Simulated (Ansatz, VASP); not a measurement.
# One calculation of Ru, two programs

```
Ru
1.0
     2.51095    0.00000    0.00000
     0.00000    2.51095    0.00000
     0.00000    0.00000    2.51095
Ru
1
Direct
  0.00000 0.00000 0.00000
```

Alike in both runs: functional PBE; k mesh 13 × 13 × 13; occupations fermi-dirac, width 0.05 eV; collinear spin.

Ansatz relaxed the structure, and its values are those at the end. VASP's run is a single point on that final structure, the one shown.

|  | VASP | Ansatz |
| --- | --- | --- |
| version | VASP 6.6.1 | Ansatz 0.2.0 |
| potentials or method | VASP PAW PBE potentials, release 64 (Ru_pv) | plane waves (420 eV) with PAW, scalar-relativistic |
| plane-wave cutoff (eV) | 520 | 420 |
| valence electrons in the cell | 14 | 16 |

|  | VASP | Ansatz | Ansatz less VASP |
| --- | --- | --- | --- |
| pressure (GPa) | -0.1 | 0.0 | +0.04 |
| net moment per atom (μB) | 0.00 | 0.00 | 0.000 |

The functional is the same, so the differences come from potentials, cutoffs and numerics. The two sets of potentials don't hold the same shells in valence. Ansatz warned: «seeded_moment_not_kept».
